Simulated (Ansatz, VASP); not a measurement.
# CdTe: VASP beside Ansatz

The input INCAR:

```
PREC = Accurate ; ENCUT = 520
EDIFF = 1E-7 ; ISMEAR = -1
SIGMA = 0.05 ; LREAL = F
LASPH = T ; NELM = 80
ALGO = Normal ; ISIF = 2
LWAVE = F ; LCHARG = F
GGA = PE ; NBANDS = 16
```

The input KPOINTS:

```
regular mesh
0
Gamma
  11 11 11
```

File POSCAR:

```
CdTe
1.0
    0.0000000000      2.6386867655      2.6386867655
    2.6386867655      0.0000000000      2.6386867655
    2.6386867655      2.6386867655      0.0000000000
Cd Te
1 1
Direct
    0.0000000000      0.0000000000      0.0000000000
    0.5000000000      0.5000000000      0.5000000000
```

Input for Ansatz:

```yaml
crystal:
  lattice:
    - [0.0, 2.6386867655, 2.6386867655]
    - [2.6386867655, 0.0, 2.6386867655]
    - [2.6386867655, 2.6386867655, 0.0]
  atoms:
    - { symbol: Cd, position: [0.0, 0.0, 0.0] }
    - { symbol: Te, position: [0.5, 0.5, 0.5] }
kpoints:
  mp_grid: { grid: [11, 11, 11] }
scf:
  occupations: { method: fermi_dirac, width: 0.05 }
hamiltonian:
  xc: pbe
  pseudopotentials: { kind: all_electron, lapw: { basis_error: 0.001 } }
output:
  forces: true
  stress: true
  eigenvalues: true
  populations: true
```

Change from the starting cell: volume scaled by 0.64, LAPW.

Alike in both runs: task single point; functional PBE; k mesh 11 × 11 × 11; occupations fermi-dirac, width 0.05 eV; no spin polarisation.

```csv
,VASP,Ansatz
version,VASP 6.6.1,Ansatz 0.2.0
potentials or method,"VASP PAW PBE potentials, release 64 (Cd, Te)","all-electron LAPW, scalar-relativistic"
plane-wave cutoff (eV),520,see its input
```

VASP gave:

```
pressure (GPa) : 63.5
```

Question: What did Ansatz give for the same quantities?

Answer: Pressure (GPa): 62.3.

Ansatz ran all-electron here, so the differences hold the error of VASP's frozen core and of both bases.

Caveats: the cell as given lies far from equilibrium; so large a pressure means that the cell lies far from this level's equilibrium, or that cutoff or potentials fall short (VASP). Spin-orbit coupling is left out, which matters for the levels of Te.
